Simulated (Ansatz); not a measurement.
A run of Ansatz 0.2.0 is set up as follows.

Contents of input.yaml:

```yaml
crystal:
  lattice:
    - [2.4480228978, 0.0, 0.0]
    - [-1.2240114489, 2.1200500186, 0.0]
    - [0.0, 0.0, 4.07280757]
  atoms:
    - { symbol: Ni, position: [0.6666666667, 0.3333333333, 0.75], spin: 1.0 }
    - { symbol: Ni, position: [0.3333333333, 0.6666666667, 0.25], spin: 1.0 }
hamiltonian:
  xc: lda
  pseudopotentials: { kind: paw }
magnetization:
  spin_polarized: true
kpoints:
  mp_grid: { grid: [9, 9, 5] }
scf:
  occupations: { method: fermi_dirac, width: 0.05 }
phonons:
  method: dfpt
```

Potentials or basis: Ansatz PAW.

Launch:

```bash
$ ansatz run input.yaml --threads 2 --pin off --max-ram 5632MiB --backend cpu --events-out ev --progress --plain --runs-dir out
```

**Question.** Estimate the highest phonon frequency at Γ.

**Answer.** 275 cm⁻¹.

**Question.** Predict the absolute moment.

**Answer.** 1.21 μB per cell.

Phonon frequencies in cm⁻¹ (negative: imaginary):
```
              q point        frequencies
(0.000, 0.000, 0.000)  0 0 0 130 130 275
```
